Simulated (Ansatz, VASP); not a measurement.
## GaN: VASP beside Ansatz

File INCAR:

```
SYSTEM = GaN
  PREC = Accurate
  ENCUT = 520
  EDIFF = 1E-7
  ISMEAR = -1
  SIGMA = 0.02
  LREAL = .False.
  LASPH = .True.
  NELM = 60
  ALGO = Normal
  ISIF = 2
  LWAVE = .False.
  LCHARG = .False.
  GGA = PS
  NBANDS = 16
```

File KPOINTS:

```
Automatic mesh
0
Gamma
  10 10 10
  0 0 0
```

The input POSCAR:

```
GaN
1.0
    0.0000000000      1.9858360706      1.9858360706
    1.9858360706      0.0000000000      1.9858360706
    1.9858360706      1.9858360706      0.0000000000
Ga N
1 1
Direct
    0.5000000000      0.5000000000      0.5000000000
    0.0000000000      0.0000000000      0.0000000000
```

Input for Ansatz:

```yaml
crystal:
  lattice:
    - [0.0, 1.9858360706, 1.9858360706]
    - [1.9858360706, 0.0, 1.9858360706]
    - [1.9858360706, 1.9858360706, 0.0]
  atoms:
    - { symbol: Ga, position: [0.5, 0.5, 0.5] }
    - { symbol: "N", position: [0.0, 0.0, 0.0] }
kpoints:
  mp_grid: { grid: [10, 10, 10] }
  band_path:
    path:
      - [0.0, 0.0, 0.0]
      - [0.5, 0.0, 0.5]
      - [0.625, 0.25, 0.625]
      - [0.375, 0.375, 0.75]
      - [0.0, 0.0, 0.0]
      - [0.5, 0.5, 0.5]
      - [0.5, 0.25, 0.75]
      - [0.5, 0.0, 0.5]
    npoints: 5
scf:
  occupations: { method: fermi_dirac, width: 0.02 }
hamiltonian:
  xc: pbesol
  pseudopotentials: { kind: all_electron, lapw: { basis_error: 0.00025 } }
output:
  forces: true
  stress: true
  eigenvalues: true
```

Change from the starting cell: volume scaled by 0.99.

Alike in both runs: task single point; functional PBEsol; k mesh 10 × 10 × 10; occupations fermi-dirac, width 0.02 eV; no spin polarisation.

|  | VASP | Ansatz |
| --- | --- | --- |
| version | VASP 6.6.1 | Ansatz 0.2.0 |
| potentials or method | VASP PAW PBE potentials, release 64 (Ga_d, N) | all-electron LAPW, scalar-relativistic |
| plane-wave cutoff (eV) | 520 | see its input |

Ansatz gave:

* gap on the k mesh at the Fermi level (eV): 1.81
* pressure (GPa): 63.6

What did VASP give for the same quantities?

gap on the k mesh at the Fermi level (eV): 1.80; pressure (GPa): 64.3.

Ansatz ran all-electron here, so the differences hold the error of VASP's frozen core and of both bases.

Caveats: the cell as given lies far from equilibrium; so large a pressure means that the cell lies far from this level's equilibrium, or that cutoff or potentials fall short (VASP); the potentials were made for another functional, which shifts forces and pressure (VASP). A k mesh can miss the band edges.
